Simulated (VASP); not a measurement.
A run of VASP 6.6.1:

INCAR

```
SYSTEM = TiC
ALGO = Fast
EDIFF = 1E-7
EDIFFG = -0.002
ENCUT = 520
GGA = PE
IBRION = 2
ISIF = 3
ISMEAR = 0
LASPH = .TRUE.
LCHARG = .FALSE.
LREAL = .FALSE.
LWAVE = .FALSE.
NELM = 80
NSW = 80
PREC = Accurate
SIGMA = 0.1
```

Contents of KPOINTS:

```
k-points
0
G
  4 4 4
  0 0 0
```

Contents of POSCAR:

```
TiC                                     
1.0
    0.0000000000      2.1645249290      2.1645249290
    2.1645249290      0.0000000000      2.1645249290
    2.1645249290      2.1645249290     -0.0000000000
  Ti              C             
     1     1
Direct
     0.0000000000000000    0.0000000000000000    0.0000000000000000
     0.5000000000000000    0.5000000000000000    0.5000000000000000
```

Potentials or basis: VASP PAW PBE potentials, release 64 (Ti_sv, C).

Run with:

```sh
$ cat potpaw_PBE.64/Ti_sv/POTCAR potpaw_PBE.64/C/POTCAR > POTCAR
$ mpirun -np 1 vasp_std > vasp.out
```

Hardware: 1 thread of Intel(R) Xeon(R) Platinum 8488C (Sapphire Rapids), on a shared host.

Q: How long does it take, and how much memory?

A: Wall time 8.2 s on 1 thread of Intel(R) Xeon(R) Platinum 8488C (Sapphire Rapids), with other jobs on the host, peak memory 0.13 GiB. Counts: scf iterations 34, k points 8, ion steps 1.
